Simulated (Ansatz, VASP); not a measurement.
**Ce in VASP and in Ansatz**

```
CELL_PARAMETERS angstrom
0.00000 2.33122 2.33122
2.33122 0.00000 2.33122
2.33122 2.33122 0.00000
ATOMIC_POSITIONS crystal
Ce 0.00000 0.00000 0.00000
```

Alike in both runs: task single point; functional r2SCAN; k mesh 16 × 16 × 16; occupations gaussian, width 0.05 eV; no spin polarisation.

|  | VASP | Ansatz |
| --- | --- | --- |
| version | VASP 6.6.1 | Ansatz 0.2.0 |
| potentials or method | VASP PAW PBE potentials, release 64 (Ce) | scalar-relativistic, plane waves, PAW |
| plane-wave cutoff (eV) | 520 | 600 |
| valence electrons in the cell | 12 | 12 |

```csv
,VASP,Ansatz,Ansatz less VASP
gap on the k mesh at the Fermi level (eV),none,none,-
pressure (GPa),-0.3,0.0,+0.27
```

A gap of «none» marks a metal or a gap that the smearing closes. With one functional, cell and mesh, what is left measures potentials, basis and numerics.

Caveats: the PAW data sets were made with another functional, which shifts forces and pressure a little (VASP). Spin-orbit coupling is left out, which matters for the levels of Ce. Spin polarisation is off, so any magnetic state and its effect on volume and gap are missing.
